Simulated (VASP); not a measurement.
Set up this calculation in VASP 6.6.1, as the native input.

| Item | Value |
| --- | --- |
| Task | relaxation of cell and atoms |
| Functional | PBE |
| Dispersion | D3(BJ) |
| Potentials or basis | VASP PAW PBE potentials, release 64 (Hf_pv, S) |
| Cutoff | 600 eV |
| k mesh | 9 × 9 × 5 |
| Occupations | gaussian, width 0.03 eV |
| Spin | no spin polarisation |
| Further INCAR settings | ALGO = Normal; EDIFF = 1e-06; IBRION = 2; EDIFFG = -0.01; NSW = 90; ISIF = 3 |

The structure of HfS2 lies in POSCAR:

```
HfS2
1.0
    3.6396641800      0.0000000000      0.0000000000
   -1.8198320900      3.1520416411      0.0000000000
    0.0000000000      0.0000000000      6.0555624700
Hf S
1 2
Direct
    0.0000000000      0.0000000000      0.0000000000
    0.6666666700      0.3333333300      0.7639520500
    0.3333333300      0.6666666700      0.2360479500
```

The cell is a database's computed one.

These files were run (other wordings do the same):

INCAR

```
PREC = Accurate
ENCUT = 600
EDIFF = 1E-6
ISMEAR = 0
SIGMA = 0.03
LREAL = F
LASPH = T
NELM = 80
ALGO = Normal
ISIF = 3
LWAVE = F
LCHARG = F
GGA = PE
IVDW = 12
IBRION = 2
NSW = 90
EDIFFG = -0.01
KPAR = 2
```

KPOINTS

```
regular mesh
0
Gamma
  9 9 5
```

Potentials or basis: VASP PAW PBE potentials, release 64 (Hf_pv, S).

Command:

```console
$ cat potpaw_PBE.64/Hf_pv/POTCAR potpaw_PBE.64/S/POTCAR > POTCAR
$ mpirun -np 2 vasp_std > vasp.out
```

Results of the run:

```yaml
Relaxed_volume: 21.55 Å³/atom
Relaxed_cell: a = 3.597 Å, b = 3.597 Å, c = 5.770 Å, α = 90.00°, β = 90.00°, γ = 120.00°
Space_group_after_relaxing_to_0.05_Å: P-3m1 (No. 164)
Energy_gained_by_relaxing: 9.9 meV/atom
Ionic_steps: 13
Pressure_after_relaxing: 0.0 GPa
Band_gap_on_the_k_mesh: 0.91 eV, indirect (least direct gap 1.85 eV)
Dispersion_energy_per_atom: -0.342 eV
```

Caveat: spin-orbit coupling is left out, which moves the levels of the heavy elements; an odd mesh through Γ misses points on the zone boundary, where band edges often lie.

It took 120 s on 2 MPI ranks on AMD EPYC 9R45 96-Core Processor (Zen 5) (shared host), peak memory 0.25 GiB a rank.
